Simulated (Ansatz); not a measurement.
The system is KI.

```
CELL_PARAMETERS angstrom
0.00000 3.53277 3.53277
3.53277 0.00000 3.53277
3.53277 3.53277 0.00000
ATOMIC_POSITIONS crystal
I 0.50000 0.50000 0.50000
K 0.00000 0.00000 0.00000
```

Base run:

| Item | Value |
| --- | --- |
| Program | Ansatz 0.2.0 |
| Functional | PBEsol |
| Potentials or basis | all-electron LAPW, scalar-relativistic |
| Cutoff | 116 eV |
| Density cutoff | 464 eV |
| Basis error allowed | 0.001 eV/atom |
| k mesh | 7 × 7 × 7 |
| Occupations | fermi-dirac, width 0.05 eV |
| Spin | no spin polarisation |

Its results: band gap on the k mesh 3.82 eV, direct; pressure -0.3 GPa.

Question: After a change of settings the same cell gave: band gap on the k mesh 3.97 eV, direct; pressure 0.6 GPa. Which change was it?
A. functional from PBEsol to PBE
B. potentials or basis from all-electron LAPW, scalar-relativistic to all-electron LAPW, non-relativistic
C. functional from PBEsol to LDA
D. potentials or basis from all-electron LAPW, scalar-relativistic to all-electron LAPW, inner shells corrected to Dirac's equation

Answer: A.

PBE binds less tightly than PBEsol, so the same cell stands under more pressure.

Caveats: spin-orbit coupling is left out, which moves the levels of the heavy elements.

Not every run made on this cell is shown here.
